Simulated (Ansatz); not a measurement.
# ZnS: a one-atom displacement scan

The task, for ZnS: measure how stiffly atom 3 (S) is held.

Computed with Ansatz 0.2.0 (DFT PBE, scalar-relativistic, plane waves, PAW, unless a step's input says otherwise).

1 further run of the same task is left out (set aside as unsound or not needed).

## Step 1: The starting structure

The structure is hexagonal, space group P6_3mc (No. 186). The conventional cell has a = 3.845 Å, b = 3.845 Å, c = 6.305 Å, α = 90.00°, β = 90.00°, γ = 120.00°. Around Zn (site symmetry 3m) lie 4 S at 2.36 Å. S (site symmetry 3m) has 4 Zn at 2.36 Å as nearest neighbours.

As a file:

```cif
data_structure
_symmetry_space_group_name_H-M 'P6_3mc'
_symmetry_Int_Tables_number 186
_cell_length_a 3.8455
_cell_length_b 3.8455
_cell_length_c 6.3053
_cell_angle_alpha 90.000
_cell_angle_beta 90.000
_cell_angle_gamma 120.000
_cell_volume 80.75
loop_
_atom_site_label
_atom_site_type_symbol
_atom_site_symmetry_multiplicity
_atom_site_Wyckoff_symbol
_atom_site_fract_x
_atom_site_fract_y
_atom_site_fract_z
_atom_site_occupancy
Zn1 Zn 2 b 0.33333 0.66667 0.00522 1
S1 S 2 b 0.33333 0.66667 0.37978 1
```

It is the result of an earlier relaxation at this level (volume 20.19 Å³/atom; gap on the mesh: 2.08 eV).

## Step 2: Zero of energy

Reference values: F = -8445.4574 eV; pressure -0.01 GPa; largest force 0.001 eV/Å; gap on the mesh 2.08 eV. It was computed beforehand with the settings of the runs below.

## Step 3: The scan: a one-atom displacement scan

Atom 3 (S) is moved by x along the Cartesian unit vector (-0.500, -0.866, 0.000); the cell and all other atoms stay fixed. Forces below are components along that vector, summed over the moved atoms. In a periodic cell its images move with it.

## Step 4: x = -0.450 Å

input.yaml reads:

```yaml
crystal:
  lattice:
    - [3.8454929889, 0.0, 0.0]
    - [-1.9227464944, 3.3302946184, 0.0]
    - [0.0, 0.0, 6.3053333047]
  atoms:
    - { symbol: Zn, position: [0.3333333333, 0.6666666667, 0.0052197899] }
    - { symbol: Zn, position: [0.6666666667, 0.3333333333, 0.5052197899] }
    - { symbol: S, position: [0.4503534401, 0.7836867734, 0.3797802101] }
    - { symbol: S, position: [0.6666666667, 0.3333333333, 0.8797802101] }
basis:
  ecutwfc: 420
kpoints:
  mp_grid: { grid: [12, 12, 4] }
hamiltonian:
  xc: pbe
scf:
  occupations: { method: gaussian, width: 0.05 }
output:
  forces: true
  stress: true
  eigenvalues: true
```

Launch:

```console
$ ansatz run input.yaml --threads 1 --pin off --max-ram 2560MiB --backend cpu --events-out ev --progress --plain --runs-dir out
```

Output, cut to the lines that bear on the results:

```text
Warning: RAYON_NUM_THREADS=1 ignored (pool sized by the plan → 1); use --threads N
[...]
Pseudopotentials: kind: paw
Pseudopotential: Zn, paw, valence charge 12, recommended cutoff 420 eV (normal), Zn.paw.azcp
Pseudopotential: S, paw, valence charge 6, recommended cutoff 420 eV (normal), S.paw.azcp
Functional definition: PBE
[...]
Crystal: 4 atoms, lattice volume = 80.750 Å³
Basis set: ecut = 420 eV, 1581 PW (Γ), exchange–correlation on 54×54×90 points (8 copies of the dense FFT grid, shifted against one another)
Bands: 22, of which v1, the nominal top of the filled ones, is band 18 counted from 1 (17 counted from 0)
Symmetry: 1 space group operations
Space group: P1 (ITA 1), of the structure as read, at distance tolerance 4.3e-5 Å
k-points: 292 of 576 (time reversal used)
[...]
SCF iter   1: F=—  HF=-8444.763844 eV  |F-HF|=—  |Δ(HF+E_count)|=         —  Δρ=8.29e-4  dr2=7.08e-4  ethr=1.77e-3  ⟨swp⟩=6.3  Hψ=31913  notcnv=0
[...]
SCF iter   8: F=-8444.763679 eV  HF=-8444.763679 eV  |F-HF|=1.40e-8  |Δ(HF+E_count)|=   1.55e-8  Δρ=3.01e-6  dr2=8.39e-9  ethr=2.78e-10  ⟨swp⟩=4.1  Hψ=23558  notcnv=0
[...]
SCF converged after 8 iterations
Free energy (F): -8444.763679 eV
[...]
E sigma→0 (E₀):  -8444.763679 eV
Fermi energy:    6.569417 eV
[...]
--- Forces (eV/Å), atoms counted from 1 ---
  atom   1  Zn     0.05678570     0.13554823     0.11641485
  atom   2  Zn    -0.21991649     3.66917346     1.26628845
  atom   3  S      0.09988954    -4.05082637    -1.43581514
  atom   4  S      0.06323647     0.24610385     0.05311919
[...]
--- Stress (GPa, compression-positive) ---
       -1.783338      -1.953078      -0.632754
       -1.953078      10.875336       4.998099
       -0.632754       4.998099       1.579013
  P = ⅓ Tr σ = 3.5570 GPa (35.570 kbar)
--- Band table (eV; the first three rows and the last of 292) ---
  k-point 0: bands = ["-7.6106", "-6.7180", "-1.2336", "-0.9821", "-0.8358", "-0.7388", "-0.7330", "-0.5886", "-0.5170", "-0.3357", "-0.3086", "-0.2221", "0.4477", "4.2857", "4.9332", "5.3054", "5.5368", "5.5801", "7.5587", "8.6639", "11.8121", "11.8721"]
[...]
```

It took 46 s on 1 thread of Arm Neoverse V2, shared host; peak memory 0.63 GiB.

## Step 5: At x = 0.360 Å

Edit input.yaml of step 4 so:

```diff
@@ -8,3 +8,3 @@
     - { symbol: Zn, position: [0.6666666667, 0.3333333333, 0.5052197899] }
-    - { symbol: S, position: [0.4503534401, 0.7836867734, 0.3797802101] }
+    - { symbol: S, position: [0.2397172479, 0.5730505813, 0.3797802101] }
     - { symbol: S, position: [0.6666666667, 0.3333333333, 0.8797802101] }
```

Launch:

```console
$ ansatz run input.yaml --threads 1 --pin off --max-ram 2560MiB --backend cpu --events-out ev --progress --plain --runs-dir out
```

Output, cut to the lines that bear on the results:

```text
[...]
SCF converged after 8 iterations
Free energy (F): -8445.033013 eV
[...]
E sigma→0 (E₀):  -8445.033013 eV
Fermi energy:    6.558178 eV
[...]
--- Forces (eV/Å), atoms counted from 1 ---
  atom   1  Zn    -0.06976736    -0.09403557     0.07886460
  atom   2  Zn    -2.19776615    -1.31778417     0.76388066
  atom   3  S      2.40349465     1.55996682    -0.87639580
  atom   4  S     -0.13596336    -0.14814574     0.03365847
[...]
--- Stress (GPa, compression-positive) ---
        6.421480       3.300914      -3.032960
        3.300914      -0.695852      -1.546842
       -3.032960      -1.546842       0.902804
  P = ⅓ Tr σ = 2.2095 GPa (22.095 kbar)
--- Band table (eV; the first three rows and the last of 292) ---
  k-point 0: bands = ["-7.5689", "-6.6788", "-1.0892", "-0.8815", "-0.7577", "-0.7152", "-0.7106", "-0.4917", "-0.4418", "-0.3112", "-0.2933", "-0.1796", "0.4192", "4.3445", "4.9041", "5.3431", "5.5374", "5.5465", "7.5699", "8.6324", "11.8203", "11.8900"]
[...]
```

It took 52 s on 1 thread of Arm Neoverse V2, shared host; peak memory 0.63 GiB.

## Step 6: At x = -0.270 Å

Edit input.yaml of step 5 so:

```diff
@@ -8,3 +8,3 @@
     - { symbol: Zn, position: [0.6666666667, 0.3333333333, 0.5052197899] }
-    - { symbol: S, position: [0.2397172479, 0.5730505813, 0.3797802101] }
+    - { symbol: S, position: [0.4035453974, 0.7368787307, 0.3797802101] }
     - { symbol: S, position: [0.6666666667, 0.3333333333, 0.8797802101] }
```

Launch:

```console
$ ansatz run input.yaml --threads 1 --pin off --max-ram 2560MiB --backend cpu --events-out ev --progress --plain --runs-dir out
```

Output, cut to the lines that bear on the results:

```text
Warning: RAYON_NUM_THREADS=1 ignored (pool sized by the plan → 1); use --threads N
[...]
[... 4 set-up lines as earlier in the session ...]
[...]
Crystal: 4 atoms, lattice volume = 80.750 Å³
Basis set: ecut = 420 eV, 1581 PW (Γ), exchange–correlation on 54×54×90 points (8 copies of the dense FFT grid, shifted against one another)
Bands: 22, of which v1, the nominal top of the filled ones, is band 18 counted from 1 (17 counted from 0)
[... 2 set-up lines as earlier in the session ...]
k-points: 292 of 576 (time reversal used)
[...]
SCF iter   1: F=—  HF=-8445.227046 eV  |F-HF|=—  |Δ(HF+E_count)|=         —  Δρ=6.22e-4  dr2=3.49e-4  ethr=1.77e-3  ⟨swp⟩=5.9  Hψ=30579  notcnv=0
[...]
SCF iter   6: F=-8445.227369 eV  HF=-8445.227369 eV  |F-HF|=1.03e-7  |Δ(HF+E_count)|=   1.12e-6  Δρ=1.09e-5  dr2=9.39e-8  ethr=2.78e-10  ⟨swp⟩=3.0  Hψ=29662  notcnv=0
[...]
SCF converged after 6 iterations
Free energy (F): -8445.227369 eV
[...]
E sigma→0 (E₀):  -8445.227369 eV
Fermi energy:    6.560992 eV
[...]
--- Forces (eV/Å), atoms counted from 1 ---
  atom   1  Zn     0.03632797     0.07936779     0.04650850
  atom   2  Zn     0.18944703     1.68372042     0.40943351
  atom   3  S     -0.27817781    -1.90296296    -0.47452459
  atom   4  S      0.05239846     0.13986229     0.01857705
[...]
--- Stress (GPa, compression-positive) ---
       -1.602547      -1.070687       0.099765
       -1.070687       4.771651       2.173470
        0.099764       2.173469       0.457836
  P = ⅓ Tr σ = 1.2090 GPa (12.090 kbar)
--- Band table (eV; the first three rows and the last of 292) ---
[... band rows left out ...]
[...]
```

Run time: 40 s. Hardware: 1 thread of Arm Neoverse V2, shared host; peak memory 0.63 GiB.

## Step 7: x = 0.180 Å

Edit input.yaml of step 6 so:

```diff
@@ -8,3 +8,3 @@
     - { symbol: Zn, position: [0.6666666667, 0.3333333333, 0.5052197899] }
-    - { symbol: S, position: [0.4035453974, 0.7368787307, 0.3797802101] }
+    - { symbol: S, position: [0.2865252906, 0.619858624, 0.3797802101] }
     - { symbol: S, position: [0.6666666667, 0.3333333333, 0.8797802101] }
```

Launch:

```console
$ ansatz run input.yaml --threads 1 --pin off --max-ram 2560MiB --backend cpu --events-out ev --progress --plain --runs-dir out
```

Output, cut to the lines that bear on the results:

```text
[...]
SCF converged after 6 iterations
Free energy (F): -8445.357953 eV
[...]
E sigma→0 (E₀):  -8445.357953 eV
Fermi energy:    6.560269 eV
[...]
--- Forces (eV/Å), atoms counted from 1 ---
  atom   1  Zn    -0.03220646    -0.04802739     0.02161060
  atom   2  Zn    -0.74189245    -0.69637995     0.17576244
  atom   3  S      0.83264806     0.82400319    -0.20529970
  atom   4  S     -0.05854973    -0.07959842     0.00791332
[...]
--- Stress (GPa, compression-positive) ---
        2.330788       1.310830      -0.967121
        1.310829      -0.950985      -0.812472
       -0.967121      -0.812472       0.184664
  P = ⅓ Tr σ = 0.5215 GPa (5.215 kbar)
--- Band table (eV; the first three rows and the last of 292) ---
  k-point 0: bands = ["-7.5168", "-6.6271", "-0.8578", "-0.7685", "-0.7188", "-0.6847", "-0.6447", "-0.3540", "-0.3416", "-0.2655", "-0.2611", "-0.1132", "0.3668", "4.4907", "4.8005", "5.4106", "5.4941", "5.5378", "7.5828", "8.5777", "11.8152", "11.8368"]
[...]
```

It took 39 s on 1 thread of Arm Neoverse V2, shared host; peak memory 0.63 GiB.

## Step 8: x = -0.090 Å

Edit input.yaml of step 7 so:

```diff
@@ -8,3 +8,3 @@
     - { symbol: Zn, position: [0.6666666667, 0.3333333333, 0.5052197899] }
-    - { symbol: S, position: [0.2865252906, 0.619858624, 0.3797802101] }
+    - { symbol: S, position: [0.3567373547, 0.690070688, 0.3797802101] }
     - { symbol: S, position: [0.6666666667, 0.3333333333, 0.8797802101] }
```

Launch:

```console
$ ansatz run input.yaml --threads 1 --pin off --max-ram 2560MiB --backend cpu --events-out ev --progress --plain --runs-dir out
```

Output, cut to the lines that bear on the results:

```text
Warning: RAYON_NUM_THREADS=1 ignored (pool sized by the plan → 1); use --threads N
[...]
[... 4 set-up lines as earlier in the session ...]
[...]
Crystal: 4 atoms, lattice volume = 80.750 Å³
Basis set: ecut = 420 eV, 1581 PW (Γ), exchange–correlation on 54×54×90 points (8 copies of the dense FFT grid, shifted against one another)
Bands: 22, of which v1, the nominal top of the filled ones, is band 18 counted from 1 (17 counted from 0)
[... 2 set-up lines as earlier in the session ...]
k-points: 292 of 576 (time reversal used)
[...]
SCF iter   1: F=—  HF=-8445.432510 eV  |F-HF|=—  |Δ(HF+E_count)|=         —  Δρ=5.27e-4  dr2=2.53e-4  ethr=1.77e-3  ⟨swp⟩=5.7  Hψ=30142  notcnv=0
[...]
SCF iter   6: F=-8445.432972 eV  HF=-8445.432972 eV  |F-HF|=5.43e-8  |Δ(HF+E_count)|=   9.14e-7  Δρ=1.03e-5  dr2=7.68e-8  ethr=2.78e-10  ⟨swp⟩=3.0  Hψ=27046  notcnv=0
[...]
SCF converged after 6 iterations
Free energy (F): -8445.432972 eV
[...]
E sigma→0 (E₀):  -8445.432972 eV
Fermi energy:    6.555243 eV
[...]
--- Forces (eV/Å), atoms counted from 1 ---
  atom   1  Zn     0.01351207     0.02541058     0.00590492
  atom   2  Zn     0.17144306     0.44204601     0.04336909
  atom   3  S     -0.20713619    -0.51132674    -0.05085453
  atom   4  S      0.02218407     0.04387525     0.00155820
[...]
--- Stress (GPa, compression-positive) ---
       -0.747781      -0.430566       0.189922
       -0.430566       1.069623       0.540650
        0.189922       0.540650       0.039027
  P = ⅓ Tr σ = 0.1203 GPa (1.203 kbar)
--- Band table (eV; the first three rows and the last of 292) ---
[... band rows left out ...]
[...]
```

It took 39 s on 1 thread of Arm Neoverse V2, shared host; peak memory 0.63 GiB.

## Step 9: All points together

All points in order; energies are free energies above the reference cell:

| x (Å) | ΔE (meV/cell) | force on the moved atoms (eV/Å) | pressure (GPa) | gap on the mesh (eV) |
| --- | --- | --- | --- | --- |
| -0.450 | 693.7 | 3.458 | 3.6 | 1.98 |
| -0.270 | 230.1 | 1.787 | 1.2 | 2.03 |
| -0.090 | 24.4 | 0.546 | 0.1 | 2.06 |
| 0.000 | 0.0 | 0.000 | 0.0 | 2.08 |
| 0.180 | 99.5 | -1.130 | 0.5 | 2.05 |
| 0.360 | 424.4 | -2.553 | 2.2 | 2.02 |

## Step 10: Results

| quantity | value |
| --- | --- |
| force constant along x, from the points at -0.090, 0 and 0.180 Å | 6.14 eV/Å² |

**Reading.** Near the site the force constant is 6.14 eV/Å²; for the mass of S against a rigid frame that is a vibration of about 228 cm⁻¹. The step of 0.18 Å is wide, so anharmonic terms mix in. The undisturbed cell stays the lowest of the sampled points. The gap on the mesh stays between 1.98 and 2.08 eV.
